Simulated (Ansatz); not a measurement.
BN, 2 atoms in the cell. The structure is cubic, space group F-43m (No. 216). The conventional cell has a = 3.626 Å, b = 3.626 Å, c = 3.626 Å, α = 90.00°, β = 90.00°, γ = 90.00°. N (site symmetry -43m) has 4 B at 1.57 Å as nearest neighbours. B (site symmetry -43m) has 4 N at 1.57 Å as nearest neighbours. The cell is a database's computed one.

| Property | Result |
| --- | --- |
| Program | Ansatz 0.2.0 |
| Task | band structure |
| Functional | r2SCAN50 |
| Potentials or basis | Ansatz PAW |
| Cutoff | 500 eV (not typed: the program's choice for these potentials) |
| k mesh | 7 × 7 × 7 |
| Occupations | fermi-dirac, width 0.05 eV |
| Spin | no spin polarisation |
| Path | [["G", "X", "W", "K", "G", "L", "U", "W", "L", "K"], ["U", "X"]] |
| Points for each segment of the path | 4 |

Potentials or basis: Ansatz PAW.

Run with:

```bash
$ ansatz run input.yaml --threads 2 --pin off --max-ram 5632MiB --backend cpu --events-out ev --progress --plain --runs-dir out
```

Hardware: 2 threads of Intel(R) Xeon(R) Processor @ 2.70GHz, on a shared host.

Problem. Estimate the wall time of this run.

Solution. Wall time 89 s on 2 threads of Intel(R) Xeon(R) Processor @ 2.70GHz, on a shared host, peak memory 0.69 GiB. Counts: scf iterations 11, plane waves 307, k points 20, bands 10.
